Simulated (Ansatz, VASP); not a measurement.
CaO in VASP and in Ansatz

```xyz
4
Lattice="4.0467 0.0000 0.0000 -2.0233 3.5045 0.0000 0.0000 0.0000 4.6564" Properties=species:S:1:pos:R:3 pbc="T T T"
Ca    0.0000    2.3363    3.4923
Ca    2.0233    1.1682    1.1641
O     0.0000    2.3363    1.1641
O     2.0233    1.1682    3.4923
```

Alike in both runs: task single point; functional LDA; k mesh 9 × 9 × 6; occupations gaussian, width 0.05 eV; no spin polarisation.

```csv
,VASP,Ansatz
version,VASP 6.6.1,Ansatz 0.2.0
potentials or method,"VASP PAW LDA potentials, release 64 (Ca_sv, O)","scalar-relativistic, plane waves, PAW"
plane-wave cutoff (eV),520,420
valence electrons in the cell,32,32
```

|  | VASP | Ansatz | Ansatz less VASP |
| --- | --- | --- | --- |
| gap on the k mesh at the Fermi level (eV) | 2.85 | 2.86 | +0.011 |
| least direct gap on the mesh (eV) | 2.85 | 2.86 | +0.011 |
| pressure (GPa) | -4.5 | -5.1 | -0.64 |
| largest component of the traceless stress (GPa) | 3.15 | 2.92 | -0.222 |

Caveats: an odd mesh through Γ misses points on the zone boundary, where band edges often lie. LDA gaps usually lie below the measured ones, often by a third to a half.
